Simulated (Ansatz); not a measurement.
Here is an Ansatz 0.2.0 calculation.

Contents of input.yaml:

```yaml
crystal:
  lattice:
    - [0.0, 2.6045, 2.6045]
    - [2.6045, 0.0, 2.6045]
    - [2.6045, 2.6045, 0.0]
  atoms:
    - { symbol: Mn, position: [0.0, 0.0, 0.0], spin: 4.0 }
    - { symbol: S, position: [0.5, 0.5, 0.5] }
hamiltonian:
  xc: pbe
  pseudopotentials: { kind: paw }
magnetization:
  spin_polarized: true
kpoints:
  mp_grid: { grid: [7, 7, 7] }
  band_path:
    path:
      - [[0.0, 0.0, 0.0], [0.5, 0.0, 0.5], [0.5, 0.25, 0.75], [0.375, 0.375, 0.75], [0.0, 0.0, 0.0], [0.5, 0.5, 0.5], [0.625, 0.25, 0.625], [0.5, 0.25, 0.75], [0.5, 0.5, 0.5], [0.375, 0.375, 0.75]]
      - [[0.625, 0.25, 0.625], [0.5, 0.0, 0.5]]
    npoints: 14
scf:
  occupations: { method: fermi_dirac, width: 0.05 }
  n_extra_bands: 6
output:
  forces: true
  stress: true
  eigenvalues: true
  fatbands: false
```

Potentials or basis: Ansatz PAW.

Command:

```bash
$ ansatz run input.yaml --threads 2 --pin off --max-ram 5632MiB --backend cpu --events-out ev --progress --plain --runs-dir out
```

**Question.** Estimate the site moments.

**Answer.** Mn +4.20; S +0.14 μB.

**Question.** Estimate the band gap on the k mesh.

**Answer.** None (metal or under the smearing width).

**Question.** What does it give for the pressure?

**Answer.** -3.2 GPa.

**Question.** Estimate the absolute moment.

**Answer.** 4.69 μB per cell.

Levels at the corners of the path, in eV from the Fermi level:
Spin up:
```tsv
point	band 11	band 12	band 13	band 14	band 15	band 16
Γ	-1.94	-1.94	-1.94	1.64	8.44	8.44
X	-2.76	-2.76	-2.28	0.77	5.38	10.06
W	-2.71	-2.47	-2.10	4.03	6.55	7.04
K	-2.58	-2.26	-1.45	2.43	6.11	8.33
Γ	-1.94	-1.94	-1.94	1.64	8.44	8.44
L	-2.52	0.34	0.34	2.74	5.27	5.27
U	-2.58	-2.26	-1.45	2.43	6.11	8.33
W	-2.71	-2.47	-2.10	4.03	6.55	7.04
L	-2.52	0.34	0.34	2.74	5.27	5.27
K	-2.58	-2.26	-1.45	2.43	6.11	8.33
U	-2.58	-2.26	-1.45	2.43	6.11	8.33
X	-2.76	-2.76	-2.28	0.77	5.38	10.06
```
Spin down:
| point | band 5 | band 6 | band 7 | band 8 | band 9 | band 10 | band 11 | band 12 |
| --- | --- | --- | --- | --- | --- | --- | --- | --- |
| Γ | -14.37 | -1.74 | -1.74 | -1.74 | 0.26 | 0.26 | 0.26 | 0.31 |
| X | -12.94 | -5.63 | -3.25 | -3.25 | -0.86 | 0.74 | 1.47 | 1.47 |
| W | -12.85 | -4.82 | -4.82 | -4.22 | 0.95 | 0.95 | 1.16 | 1.43 |
| K | -12.89 | -5.22 | -4.84 | -3.42 | 0.22 | 1.34 | 1.44 | 1.48 |
| Γ | -14.37 | -1.74 | -1.74 | -1.74 | 0.26 | 0.26 | 0.26 | 0.31 |
| L | -13.10 | -6.45 | -3.43 | -3.43 | 1.23 | 1.23 | 1.42 | 3.13 |
| U | -12.89 | -5.22 | -4.84 | -3.42 | 0.22 | 1.34 | 1.44 | 1.48 |
| W | -12.85 | -4.82 | -4.82 | -4.22 | 0.95 | 0.95 | 1.16 | 1.43 |
| L | -13.10 | -6.45 | -3.43 | -3.43 | 1.23 | 1.23 | 1.42 | 3.13 |
| K | -12.89 | -5.22 | -4.84 | -3.42 | 0.22 | 1.34 | 1.44 | 1.48 |
| U | -12.89 | -5.22 | -4.84 | -3.42 | 0.22 | 1.34 | 1.44 | 1.48 |
| X | -12.94 | -5.63 | -3.25 | -3.25 | -0.86 | 0.74 | 1.47 | 1.47 |

Caveat: a cell with one magnetic atom can't hold antiferromagnetic order, which such compounds often take; semilocal functionals often make such compounds metallic where correlation or magnetic order opens a gap, which also shifts bond lengths. With open d or f shells a metallic result of PBE can be an artefact of self-interaction; +U or a hybrid may open a gap.
